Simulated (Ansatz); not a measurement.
I need a relaxation driven by ASE of PbS, space group Fm-3m. Use Ansatz 0.2.0, Python API. Settings: PBE, PAW, cutoff 550 eV, 4×4×4 k-points, fixed occupations.

```xyz
2
Lattice="0.0000 2.9657 2.9657 2.9657 0.0000 2.9657 2.9657 2.9657 0.0000" Properties=species:S:1:pos:R:3 pbc="T T T"
Pb    0.0000    0.0000    0.0000
S     2.9657    2.9657    2.9657
```

`pbs.py`:
```python
"""ASE drives the relaxation of PbS."""

import warnings

import ansatz as az
from ase import Atoms
from ase.calculators.calculator import Calculator, all_changes
from ase.optimize import BFGSLineSearch
import numpy as np

params = {
    "cutoff": 550,
    "kmesh": (4, 4, 4),
    "smearing": "fixed",
}


class Ansatz(Calculator):
    implemented_properties = ["energy", "free_energy", "forces"]

    def calculate(self, atoms=None, properties=("energy",), system_changes=all_changes):
        super().calculate(atoms, properties, system_changes)
        bare = self.atoms.copy()
        bare.set_constraint()
        bare.set_momenta(None)
        job = (
            az.Crystal.from_ase(bare).calculation()
            .pseudopotentials("paw")
            .basis(params["cutoff"])  # a bare number is in eV
            .kpoints(*params["kmesh"])
            .occupations(params["smearing"])  # no smearing
            .forces()
        )
        report = job.run().report
        self.results["energy"] = self.results["free_energy"] = report["lagrangian_ev"]
        self.results["forces"] = np.array(report["forces_ev_ang"])

warnings.simplefilter("ignore")
atoms = Atoms(
    ["Pb", "S"],
    cell=[(0.0, 2.96575, 2.96575), (2.96575, 0.0, 2.96575), (2.96575, 2.96575, 0.0)],
    scaled_positions=[
        (0.0, 0.0, 0.0),
        (0.5, 0.5, 0.5),
    ],
    pbc=True,
)
atoms.rattle(0.04, seed=41)
atoms.calc = Ansatz()
before = atoms.get_potential_energy(), atoms.get_volume()
optimiser = BFGSLineSearch(atoms, logfile=None)


def tell():
    fmax = np.linalg.norm(atoms.get_forces(), axis=1).max()
    print(f"step {optimiser.nsteps:2d}  E = {atoms.get_potential_energy():.5f} eV  fmax = {fmax:.4f}  V = {atoms.get_volume():.3f} A^3")


optimiser.attach(tell)
met = optimiser.run(fmax=0.03, steps=15)
print("threshold met:", bool(met), " energy gained:", round(before[0] - atoms.get_potential_energy(), 5), "eV")
print("cell lengths and angles:", np.round(atoms.cell.cellpar(), 3))
print(np.round(atoms.get_scaled_positions(), 4))
```

```console
$ python pbs.py
step  0  E = -12809.54555 eV  fmax = 0.0299  V = 52.172 A^3
threshold met: True  energy gained: 0.0 eV
cell lengths and angles: [ 4.194  4.194  4.194 60.    60.    60.   ]
[[0.0042 0.9992 0.9972]
 [0.503  0.4829 0.5046]]
```

What to keep in mind:
- Total energies depend on the potentials; only differences at equal settings carry meaning. A total without «per atom» is that of the cell as typed.
- The calculator gives ASE the free energy under both names; ASE's own meaning of energy is the limit of zero smearing.
- The k-point mesh is coarse, and energy and stress weren't tested for convergence.
- Of the deposited cell: the entry's cell lengths or inner coordinates differ somewhat from later room-temperature determinations.
- Spin-orbit coupling, which matters for elements this heavy, is left out.
- No functional is typed, so the default, PBE, holds.
- The starting cell is as deposited in a crystallographic database; the results hold for this polymorph, which needn't be the stable one.
- By the engine's processor time: 2.4 s on 1 thread of Intel(R) Xeon(R) Processor @ 2.30GHz (shared host), peak memory 0.71 GiB.
